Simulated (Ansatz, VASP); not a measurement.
## KCl: VASP beside Ansatz

Contents of POSCAR:

```
KCl
1.0
    3.7708085932      0.0000000000      0.0000000000
    0.0000000000      3.7708085932      0.0000000000
    0.0000000000      0.0000000000      3.7708085932
K Cl
1 1
Direct
    0.0000000000      0.0000000000      0.0000000000
    0.5000000000      0.5000000000      0.5000000000
```

INCAR.step1

```
SYSTEM = KCl
PREC = Accurate ; ENCUT = 520
ISMEAR = 0 ; SIGMA = 0.01
LREAL = .False. ; LASPH = .True.
NELM = 100 ; NBANDS = 15
GGA = PE ; ALGO = Normal
EDIFF = 1E-4 ; LWAVE = .True.
LCHARG = .False.
```

INCAR.step2

```
SYSTEM = KCl
PREC = Accurate ; ENCUT = 520
EDIFF = 1E-7 ; ISMEAR = 0
SIGMA = 0.01 ; LREAL = .False.
LASPH = .True. ; NELM = 100
ALGO = Normal ; ISIF = 2
LWAVE = .False. ; LCHARG = .False.
METAGGA = R2SCAN ; LMIXTAU = .True.
NBANDS = 15 ; ISTART = 1
```

Contents of KPOINTS:

```
Automatic mesh
0
Gamma
  6 6 6
  0 0 0
```

Input for Ansatz:

```yaml
crystal:
  lattice:
    - [3.7708085932, 0.0, 0.0]
    - [0.0, 3.7708085932, 0.0]
    - [0.0, 0.0, 3.7708085932]
  atoms:
    - { symbol: K, position: [0.0, 0.0, 0.0] }
    - { symbol: Cl, position: [0.5, 0.5, 0.5] }
kpoints:
  mp_grid: { grid: [6, 6, 6] }
hamiltonian:
  xc: r2scan
scf:
  occupations: { method: fixed }
  n_extra_bands: 4
output:
  forces: true
  stress: true
  eigenvalues: true
accuracy: low
```

Alike in both runs: task single point; functional r2SCAN; k mesh 6 × 6 × 6; no spin polarisation.

|  | VASP | Ansatz |
| --- | --- | --- |
| version | VASP 6.6.1 | Ansatz 0.2.0 |
| potentials or method | VASP PAW PBE potentials, release 64 (K_sv, Cl) | plane waves |
| plane-wave cutoff (eV) | 520 | 500 |
| occupations | gaussian, width 0.01 eV | fixed |
| valence electrons in the cell | 16 | 16 |

|  | VASP | Ansatz | Ansatz less VASP |
| --- | --- | --- | --- |
| gap on the k mesh at the Fermi level (eV) | 5.81 | 5.80 | -0.006 |
| pressure (GPa) | 0.0 | 0.0 | +0.04 |

Caveats: the PAW data sets were made with another functional, which shifts forces and pressure a little (VASP). A k mesh can miss the band edges. r2SCAN opens gaps a little over a GGA but as a rule still falls short of measured ones.
